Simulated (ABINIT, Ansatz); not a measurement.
# A GW chain in ABINIT: CaO (Lime), part 3 of 3

How does a plane-wave GW calculation on CaO (Lime) run from the first input to the gap?

ABINIT 10.8.3; PBE and many-body steps on it, plane waves. Known limits of the many-body steps: not at the basis limit.

So far. Step 4 (Empty states on the mesh, 6×6×6 mesh, 168 bands): On this mesh the gap is 3.662 eV. Step 5 (Screening, 6×6×6 mesh, 160 bands, screening to 239.5 eV): Local fields lower ε∞ by 9 %.

### 6. Self-energy, 6×6×6 mesh, 160 bands, screening to 239.5 eV

The self-energy is evaluated for the states that the input lists, and the levels follow from it, in one-shot runs by the linearised quasiparticle equation.

This step: G0W0 on PBE, plane waves, norm-conserving pseudopotentials.

File run.abi:

```
acell 3*1.0 Angstrom
rprim 
  -0.000000000000 2.406500000000 2.406500000000
  2.406500000000 -0.000000000000 2.406500000000
  2.406500000000 2.406500000000 -0.000000000000
ntypat 2
znucl 20 8
natom 2
typat 1 2
xred 
  0.000000000000 0.000000000000 0.000000000000
  0.500000000000 0.500000000000 0.500000000000
pp_dirpath "pseudos"
pseudos "Ca.upf, O.upf"
ecut 36
ngkpt 6 6 6
nshiftk 1
shiftk 0 0 0
kptopt 1
chksymbreak 0
istwfk *1
occopt 1
irdwfk 1
optdriver 4
nband 160
gwcalctyp 0
ecutsigx 36
symsigma 1
nkptgw 2
kptgw 
  0.0000000000 0.0000000000 0.0000000000
  0.5000000000 0.5000000000 0.0000000000
bdgw 
  6 12
  7 10
ecuteps 8.8
irdscr 1
ppmodel 1
indata_prefix "in"
outdata_prefix "out"
tmpdata_prefix "tmp"
```

On the command line:

```sh
$ OMP_NUM_THREADS=1 mpirun -n 8 abinit run.abi > log
```

Numbers of over 12 decimals in the logs are rounded to 6 here.

What it wrote:

```text
.Version 10.8.3 of ABINIT. v10.8.2 released Aug 2026.

 Symmetries : space group Fm -3 m (#225); Bravais cF (face-center cubic)
[... echo of the input left out ...]
== DATASET  1 ==================================================================
-   mpi_nproc: 8, omp_nthreads: 1 (-1 if OMP is not activated)

--- !DatasetInfo
iteration_state: {dtset: 1, }
dimensions: {natom: 2, nkpt: 16, mband: 160, nsppol: 1, nspinor: 1, nspden: 1, mpw: 1964, }
cutoff_energies: {ecut:  36.0, pawecutdg:  -1.0, }
electrons: {nelect:   1.60000000E+01, charge:   0.00000000E+00, occopt:   1.00000000E+00, tsmear:   1.00000000E-02, }

 SIGMA: Calculation of the GW corrections

 Based on a program developped by R.W. Godby, V. Olevano, G. Onida, and L. Reining.
 Incorporated in ABINIT by V. Olevano, G.-M. Rignanese, and M. Torrent.
.Using double precision arithmetic ; gwpc =  8

[... cell and pseudopotentials left out ...]
--------------------------------------------------------------------------------

 ==== K-mesh for the wavefunctions ====
 Number of points in the irreducible wedge :    16
[... list of points left out ...]
 Together with 48 symmetry operations and time-reversal symmetry
 yields   216 points in the full Brillouin Zone.

 ==== Q-mesh for screening function ====
 Number of points in the irreducible wedge :    16
[... list of points left out ...]
 Together with 48 symmetry operations and time-reversal symmetry
 yields   216 points in the full Brillouin Zone.

 vcoul_init : cutoff-mode = AUXILIARY_FUNCTION
 q-points for optical limit:   1
     1)      0.000010    0.000020    0.000030
 setmesh: FFT mesh size selected  =    36x   36x   36
          total number of points  =        46656

 Number of electrons calculated from density =   16.0000; Expected =   16.0000
 average of density, n =  0.085062
 r_s =    1.4106
 omega_plasma =   28.1335 [eV]

 === KS Band Gaps ===
  >>>> For spin  1
   Minimum direct gap =   4.0368 [eV], located at k-point      :   0.5000  0.5000  0.0000
   Fundamental gap    =   3.6624 [eV], Top of valence bands at :   0.0000  0.0000  0.0000
                                       Bottom of conduction at :   0.5000  0.5000  0.0000
 SIGMA fundamental parameters:
 PLASMON POLE MODEL  1
 number of plane-waves for SigmaX                 1917
 number of plane-waves for SigmaC and W            259
 number of plane-waves for wavefunctions          1917
 number of bands                                   160
 number of independent spin polarizations            1
 number of spinorial components                      1
 number of k-points in IBZ                          16
 number of q-points in IBZ                          16
 number of symmetry operations                      48
 number of k-points in BZ                          216
 number of q-points in BZ                          216
 number of frequencies for dSigma/dE                 9
 frequency step for dSigma/dE [eV]                0.25
 number of omega for Sigma on real axis              0
 max omega for Sigma on real axis  [eV]           0.00
 zcut for avoiding poles [eV]                     0.10

 EPSILON^-1 parameters (SCR file):
 dimension of the eps^-1 matrix on file            259
 dimension of the eps^-1 matrix used               259
 number of plane-waves for wavefunctions          1917
 number of bands                                   160
 number of q-points in IBZ                          16
 number of frequencies                               2
 number of real frequencies                          1
 number of imag frequencies                          1

 matrix elements of self-energy operator (all in [eV])

 Perturbative Calculation

--- !SelfEnergy_ee
iteration_state: {dtset: 1, }
kpoint     : [   0.000,    0.000,    0.000, ]
spin       : 1
KS_gap     :    4.714
QP_gap     :    6.239
Delta_QP_KS:    1.525
data: !SigmaeeData |
     Band     E0 <VxcDFT>   SigX SigC(E0)      Z dSigC/dE  Sig(E)    E-E0       E
        6   5.064 -19.387 -24.633   3.914   0.780  -0.283 -20.425  -1.038   4.026
        7   5.064 -19.387 -24.633   3.914   0.780  -0.283 -20.425  -1.038   4.026
        8   5.064 -19.387 -24.633   3.914   0.780  -0.283 -20.425  -1.038   4.026
        9   9.779 -10.893  -6.430  -3.886   0.844  -0.185 -10.406   0.487  10.266
       10  11.292 -13.900  -7.002  -4.778   0.842  -0.188 -12.115   1.785  13.077
       11  11.292 -13.900  -7.002  -4.778   0.842  -0.188 -12.115   1.785  13.077
       12  11.292 -13.900  -7.002  -4.778   0.842  -0.188 -12.115   1.785  13.077

--- !SelfEnergy_ee
iteration_state: {dtset: 1, }
kpoint     : [   0.500,    0.500,    0.000, ]
spin       : 1
KS_gap     :    4.037
QP_gap     :    6.314
Delta_QP_KS:    2.277
data: !SigmaeeData |
     Band     E0 <VxcDFT>   SigX SigC(E0)      Z dSigC/dE  Sig(E)    E-E0       E
        7   4.690 -18.916 -24.314   3.928   0.777  -0.287 -20.058  -1.142   3.548
        8   4.690 -18.916 -24.314   3.928   0.777  -0.287 -20.058  -1.142   3.548
        9   8.727 -11.430  -5.899  -4.196   0.850  -0.176 -10.295   1.134   9.861
       10  13.087 -16.112  -8.832  -4.890   0.833  -0.201 -14.121   1.991  15.078

== END DATASET(S) ==============================================================
================================================================================

 -outvars: echo values of variables after computation  --------
           etotal      0.0000000000E+00
            nband         160
             nkpt          16
          spgroup         225
 [... the other variables as echoed above ...]

 Calculation completed.
```

Run time: 30 s. Hardware: 8 MPI ranks of Arm Neoverse N1, shared host; peak memory 2 GiB.

This step gave:

```
G0W0 gap on the points computed              : 5.835 eV
starting gap on the mesh                     : 3.662 eV
k of the valence top                         : 0, 0, 0
k of the conduction bottom                   : 0.5, 0.5, 0
Z at the valence top                         : 0.78
Z at the conduction bottom                   : 0.85
least direct G0W0 gap on the computed points : 6.24 eV
```

The gap on the mesh goes from 3.66 eV to 5.84 eV, a correction of +2.17 eV.

Limits: finite bands, cutoff and mesh. v1 is the top filled band, c1 the lowest empty one. The levels before and after the correction (eV, zero at the valence-band top of each column):

|  | conduction bottom | valence top |
| --- | --- | --- |
| Kohn-Sham | 3.66 | 0.00 |
| G0W0 | 5.83 | 0.00 |

```csv
,level,energy (eV)
Kohn-Sham,Γ v3-v1,0.000
Kohn-Sham,Γ c1,4.714
Kohn-Sham,Γ c2-c4,6.228
Kohn-Sham,(0.5 0.5 0) v2-v1,-0.374
Kohn-Sham,(0.5 0.5 0) c1,3.662
Kohn-Sham,(0.5 0.5 0) c2,8.023
G0W0,Γ v3-v1,0.000
G0W0,Γ c1,6.240
G0W0,Γ c2-c4,9.051
G0W0,(0.5 0.5 0) v2-v1,-0.478
G0W0,(0.5 0.5 0) c1,5.835
G0W0,(0.5 0.5 0) c2,11.052
```

### 7. Where the time went

Times are wall times on 8 MPI ranks of Arm Neoverse N1, shared host, good to a factor of about two.

| step | time | share | memory (GiB) |
| --- | --- | --- | --- |
| ground state | 9.2 s | 4 % | 0.54 |
| bands along the symmetry lines | 8.2 s | 3 % | 0.47 |
| empty states on the mesh | 28 s | 11 % | 2.1 |
| screening | 3.1 min | 71 % | 1.7 |
| self-energy | 30 s | 11 % | 2.0 |

### 8. What came out

```
PBE gap              : 3.66 eV, indirect
G0W0 gap on the mesh : 5.84 eV
GW settings          : 6×6×6 mesh, 160 bands, screening to 239.5 eV, Godby-Needs plasmon pole
known limits         : not at the basis limit
```

G0W0 moves the gap on the mesh from 3.66 eV to 5.84 eV (+2.17 eV), with Z of 0.78 and 0.85 at the edges. Local fields lower the RPA ε∞ on this mesh from 3.92 to 3.57. Only 2 of the mesh's irreducible points were corrected, so a valley elsewhere could overtake. The dearest step here is «screening». Bands and cutoff are finite, so the gap is not at the basis limit. The miss can reach some tenths of an eV and take either sign; the mesh is an error of its own. In the G0W0 run levels were corrected at 2 k points alone, so a gap called «on the mesh» is the least over those, and an edge elsewhere would be missed.

[Paths, hosts, dates, memory and timing lines, banners, echoed tables and standing remarks are left out of the program output.]

[Logs are printed without paths, hosts, clocks, repeated set-up lines and the standing remarks that a program may print on its own settings, such as how far it seeks lower states.]

[Runs of the session that timed out or met a known fault of the program may be left out.]

[Hosts, paths, dates, database ids (printed as entryN), source tags and the programs' standing remarks are cut or masked in the printed files.]

[G0W0 gaps are taken among the corrected bands and points alone; a level outside them can change the order at an edge.]

[Where Ansatz stands beside ABINIT at settings called matched, ABINIT's density can come from a denser mesh and the files from another edition; pairs whose starting gaps differed by over 0.03 eV were left out, so agreement reads better than it is.]
